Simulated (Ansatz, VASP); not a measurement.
**W in VASP and in Ansatz**

Contents of INCAR:

```
SYSTEM = W
PREC = Accurate
ENCUT = 600
EDIFF = 1E-6
ISMEAR = 0
SIGMA = 0.1
LREAL = .False.
LASPH = .True.
NELM = 80
ALGO = Fast
ISIF = 3
LWAVE = .False.
LCHARG = .False.
GGA = PS
IBRION = 2
NSW = 100
EDIFFG = -0.002
```

The input KPOINTS:

```
Automatic mesh
0
Gamma
  16 16 16
  0 0 0
```

The input POSCAR:

```
W
1.0
   -1.5777232505      1.5777232505      1.5777232505
    1.5777232505     -1.5777232505      1.5777232505
    1.5777232505      1.5777232505     -1.5777232505
W
1
Direct
    0.0000000000      0.0000000000      0.0000000000
```

Input for Ansatz:

```yaml
crystal:
  lattice:
    - [-1.5777232505, 1.5777232505, 1.5777232505]
    - [1.5777232505, -1.5777232505, 1.5777232505]
    - [1.5777232505, 1.5777232505, -1.5777232505]
  atoms:
    - { symbol: W, position: [0.0, 0.0, 0.0] }
basis:
  ecutwfc: 420
kpoints:
  mp_grid: { grid: [16, 16, 16] }
hamiltonian:
  xc: pbesol
  pseudopotentials: { kind: paw, azcp: { folder: soft_1 } }
scf:
  occupations: { method: gaussian, width: 0.1 }
output:
  forces: true
  stress: true
  eigenvalues: true
relax:
  adjacent_minimum: "off"
  f_tol: 0.002
  max_steps: 80
  cell: { stress_tol: 0.02 }
```

Alike in both runs: task relaxation of cell and atoms; functional PBEsol; k mesh 16 × 16 × 16; occupations gaussian, width 0.1 eV; no spin polarisation.

```csv
,VASP,Ansatz
version,VASP 6.6.1,Ansatz 0.2.0
potentials or method,"VASP PAW PBE potentials, release 64 (W_sv)","scalar-relativistic, plane waves, PAW"
plane-wave cutoff (eV),600,420
valence electrons in the cell,14,14
```

```csv
,VASP,Ansatz,Ansatz less VASP
"gap on the k mesh at the Fermi level, each at its own relaxed structure (eV)",none,none,-
relaxed volume (Å³/atom),15.71,15.68,-0.032
relaxed cell length with the largest relative difference (Å),2.733,2.731,-0.0018
```

A gap of «none» marks a metal or a gap that the smearing closes. Ansatz warned: «pseudo_functional_mismatch».

Caveats: the relaxation stopped at its first step, so nothing moved; the PAW data sets were made with another functional, which shifts forces and pressure a little (VASP). The runs have no spin-orbit coupling, so splittings on W are missing.
